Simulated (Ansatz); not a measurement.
# Ni: one cell, many SCF starts, part 2 of 2

Is Ni magnetic at this level, in which order, and do all starts find it? Single-point runs from several starts follow. We look at Ni: its deposited structure (space group Fm-3m, primitive cell doubled), with 2 atoms per cell. Source: COD entry 1534892, which need not be the ambient phase.

Ansatz 0.2.0; DFT PBE, PAW, plane waves, scalar-relativistic. Earlier steps stand in the parts before.

## 8. A moment on one site alone, plain SCF

Contents of input.yaml:

```yaml
crystal:
  lattice:
    - [3.45, 1.725, 1.725]
    - [1.725, 3.45, 1.725]
    - [1.725, 1.725, 3.45]
  atoms:
    - { symbol: Ni, position: [0.0, 0.0, 0.0] }
    - { symbol: Ni, position: [0.5, 0.5, 0.5], spin: 2.0 }
magnetization:
  spin_polarized: true
hamiltonian:
  xc: pbe
  pseudopotentials: { kind: paw }
basis:
  ecutwfc: 420
kpoints:
  mp_grid: { grid: [13, 13, 13] }
scf:
  occupations: { method: fermi_dirac, width: 0.05 }
  lower_state_search: "off"
output:
  forces: true
  stress: true
```

Launch:

```console
$ ansatz run input.yaml --threads 2 --pin off --max-ram 5120MiB --backend cpu --events-out ev --progress --plain --runs-dir out
```

The log of the run, cut to the lines that bear on the results:

```text
[... 14 lines as in an earlier run ...]
Magnetic group: BNS 166.97 (UNI 1327), of the structure as read, at distance tolerance 2.7e-5 Å
[... 5 lines as in an earlier run ...]
Starting moments: Σ|m| = 2 μB on 1 of 2 sites
[... 2 lines as in an earlier run ...]
SCF iter   1: F=—  HF=-11679.184318 eV  |F-HF|=—  |Δ(HF+E_count)|=         —  Δρ=1.13e-1 (↑1.13e-1 ↓3.75e-2)  dr2=2.30e0  dr2_m=7.82e-1  M=1.347 μB ∫|m|=1.451 μB  β_m=0.30  ethr=3.10e-3  ⟨swp⟩=5.3  Hψ=39655  notcnv=0
[...]
spin-set hold released at iteration 5 (the charge has settled, or the pull on large starting moments outlasts its swing): the magnetisation degrees of freedom join the quasi-Newton model from the next iteration; the mixer history was flushed
[...]
SCF iter  22: F=-11679.408129 eV  HF=-11679.408129 eV  |F-HF|=3.23e-9  |Δ(HF+E_count)|=  7.40e-10  Δρ=3.85e-6 (↑1.96e-6 ↓3.85e-6)  dr2=3.82e-9  dr2_m=3.60e-10  M=1.244 μB ∫|m|=1.408 μB  ethr=2.78e-10  ⟨swp⟩=3.1  Hψ=29442  notcnv=0
[...]
SCF converged after 22 iterations
Magnetization: 1.2442 μB (18.6221 up, 17.3779 down)
Absolute magnetization: 1.4094 μB (∫|ρ↑−ρ↓|, with the PAW one-centre terms)
Spin contamination: 0.0119 ħ² per cell (⟨S²⟩ above its minimum at these occupations)
Per-site moments (μB) at R_I (Å): [(0.6575774472080416, 1.0063013379761054), (0.6575594072538428, 1.0063013379761054)]
Free energy (F): -11679.408129 eV
[...]
E sigma→0 (E₀):  -11679.395295 eV
Entropy (-TS):   -0.025668 eV (-12.834 meV/atom)
Fermi energy:    19.554176 eV
[... 24 lines left out: energy terms, forces, stress ...]
```

Run time: 19 s. Hardware: 2 threads of Arm Neoverse V1, shared host; peak memory 0.42 GiB.

Nothing new: the 22 iterations lead to the state found in step 2 (ferromagnetic).

## 9. Parallel moments, spin not held back in the first iterations, no switch to direct minimisation

Changes to input.yaml since step 8:

```diff
@@ -6,3 +6,3 @@
   atoms:
-    - { symbol: Ni, position: [0.0, 0.0, 0.0] }
+    - { symbol: Ni, position: [0.0, 0.0, 0.0], spin: 2.0 }
     - { symbol: Ni, position: [0.5, 0.5, 0.5], spin: 2.0 }
@@ -20,2 +20,4 @@
   lower_state_search: "off"
+  algorithm: density_mixing
+  mixing: { spin_hold: "off" }
 output:
@@ -23 +25,5 @@
   stress: true
+  write_density: true
+  write_potential: true
+  elf: true
+  volumetric_format: npy
```

Launch:

```console
$ ansatz run input.yaml --threads 2 --pin off --max-ram 5120MiB --backend cpu --events-out ev --progress --plain --runs-dir out
```

The log of the run, cut to the lines that bear on the results:

```text
[... 20 lines as in an earlier run ...]
Starting moments: Σ|m| = 4 μB on 2 of 2 sites
[... 2 lines as in an earlier run ...]
[...]
SCF iter   1: F=—  HF=-11678.772414 eV  |F-HF|=—  |Δ(HF+E_count)|=         —  Δρ=1.22e-1 (↑1.21e-1 ↓1.22e-1)  dr2=1.50e-2  dr2_m=2.76e0  M=1.869 μB ∫|m|=2.002 μB  β_m=0.30  ethr=4.15e-5  ⟨swp⟩=1.2  Hψ=56536  notcnv=0
[...]
SCF iter  10: F=-11679.408129 eV  HF=-11679.408129 eV  |F-HF|=1.53e-10  |Δ(HF+E_count)|=   5.43e-9  Δρ=1.35e-6 (↑8.64e-7 ↓1.35e-6)  dr2=2.68e-10  dr2_m=5.56e-11  M=1.244 μB ∫|m|=1.408 μB  ethr=1.14e-11  ⟨swp⟩=5.0  Hψ=57443  notcnv=0
[...]
SCF converged after 10 iterations
Magnetization: 1.2441 μB (18.6221 up, 17.3779 down)
Absolute magnetization: 1.4094 μB (∫|ρ↑−ρ↓|, with the PAW one-centre terms)
Spin contamination: 0.0119 ħ² per cell (⟨S²⟩ above its minimum at these occupations)
Per-site moments (μB) at R_I (Å): [(0.6575666390183971, 1.0063013379761054), (0.6575666390183968, 1.0063013379761054)]
Free energy (F): -11679.408129 eV
[...]
E sigma→0 (E₀):  -11679.395295 eV
Entropy (-TS):   -0.025668 eV (-12.834 meV/atom)
Fermi energy:    19.554152 eV
[... 29 lines left out: energy terms, forces, stress, bands ...]
```

Run time: 17 s. Hardware: 2 threads of Arm Neoverse V1, shared host; peak memory 0.43 GiB.

This is the state of step 2 again (ferromagnetic), after 10 iterations.

## 10. All ends together

```
step  iterations  state  moments of Ni1 Ni2 (μB)  total (μB)  gap (eV)  pressure (GPa)  above lowest (meV/atom)
   2          10      1                0.66 0.66        1.24      none            13.6                      0.0
   3          13      2               0.22 -0.22        0.00      none            12.6                     49.4
   4           6      3                0.00 0.00        0.00      none            12.4                     50.3
   5          10      1                0.66 0.66        1.24      none            13.6                      0.0
   6          18      1                0.66 0.66        1.24      none            13.6                      0.0
   7          13      1                0.66 0.66        1.24      none            13.6                      0.0
   8          22      1                0.66 0.66        1.24      none            13.6                      0.0
   9          10      1                0.66 0.66        1.24      none            13.6                      0.0
```

States are numbered from the lowest. Starts by step: 2 parallel moments, plain SCF; 3 opposed moments +-, plain SCF; 4 no spin polarisation; 5 spin on, no moments given (the program may seed its own), plain SCF; 6 parallel moments scaled by 0.03, plain SCF; 7 moments ++ scaled by 0.4, plain SCF; 8 a moment on one site alone, plain SCF; 9 parallel moments, spin not held back in the first iterations, no switch to direct minimisation.

The 8 runs of this session took 1.7 min in all, from 4.7 s to 19 s each.

Decimal logarithm of the largest residual (eV) by iteration, counted through all cycles of a run (7 of the 8 runs):

```
iteration  step 2  step 3  step 4  step 5  step 6  step 7  step 8
        1     0.5     0.6    -3.6     0.8    -1.4    -1.5     0.4
        2     0.3     0.4    -4.3    -0.3    -1.7    -1.7     0.9
        3     0.1    -0.3    -5.0    -0.5    -2.0    -2.2     0.2
        4    -2.4    -1.4    -6.8    -1.2    -1.8    -2.5     0.1
        5    -3.1    -2.3    -7.1    -2.8    -1.6    -3.2    -0.1
        7    -5.2    -3.6       -    -3.8    -1.4    -3.6     1.4
        9    -7.6    -4.8       -    -6.7    -1.9    -2.9    -0.7
       11       -    -8.0       -       -    -2.8    -6.0    -1.7
       12       -    -8.6       -       -    -2.5    -7.6    -1.9
       14       -       -       -       -    -1.8       -    -2.0
       16       -       -       -       -    -6.5       -    -0.3
       18       -       -       -       -    -8.9       -    -3.6
       20       -       -       -       -       -       -    -6.6
       22       -       -       -       -       -       -    -8.4
```

## 11. Summary of results

This closing draws on all 2 parts.

```
                      quantity                                                      value
               distinct states                                    3 from 8 converged runs
lowest state from plain starts                                              ferromagnetic
                   its moments                                      Ni1 0.66, Ni2 0.66 μB
                  total moment                                           1.24 μB per cell
             gap on the k-mesh                                                       none
                      pressure                                                   13.6 GPa
                 largest force                                                 0.000 eV/Å
                    next state                    antiferromagnetic, 49.4 meV/atom higher
                 highest state  non-magnetic (no spin polarisation), 50.3 meV/atom higher
```

**Reading.** Distinct end states: 3, from 8 converged runs. Switching spin polarisation off costs 50.3 meV/atom in free energy, smearing entropy included. The best antiferromagnetic state lies 49.4 meV/atom above the best ferromagnetic one. A lower state than any found can't be excluded.
